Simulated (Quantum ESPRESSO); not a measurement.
## HgTe (Coloradoite) under changes of volume

One of the cells (33.215 Å³/atom); the others are scaled copies at fixed shape and fractional positions:

```
Hg Te
1.0
     0.00000    3.21450    3.21450
     3.21450    0.00000    3.21450
     3.21450    3.21450    0.00000
Hg Te
1 1
Direct
  0.00000 0.00000 0.00000
  0.75000 0.75000 0.75000
```

- Program: Quantum ESPRESSO 7.5
- Functional: B86bPBE
- Potentials or basis: PseudoDojo 0.4.1 SR PBE standard
- Cutoff: 1088 eV
- Density cutoff: 4354 eV
- k mesh: 7 × 7 × 7
- Occupations: fermi-dirac, width 0.05 eV
- Spin: no spin polarisation

```csv
volume (Å³/atom),energy over the lowest point (meV/atom),pressure (GPa)
31.223,131.02,9.2
31.887,?,?
32.551,67.25,6.3
33.215,43.73,5.1
33.880,25.01,4.0
34.544,10.58,3.0
35.208,0.00,2.1
```

**Question.** What does the run at 31.887 Å³/atom give?

**Answer.** Energy over the lowest point 96.13 meV/atom; pressure 7.6 GPa.

Worked out: A Birch-Murnaghan fit of order 3 (a polynomial in V^(-2/3)) to the other rows has no minimum within the range. It gives 96.12 meV/atom at 31.887 Å³/atom, against the run's 96.13, and -dE/dV = 7.7 GPa, against 7.6.

Energies are extrapolated to zero smearing.

Caveats: the potentials were made for another functional, which shifts forces and pressure.
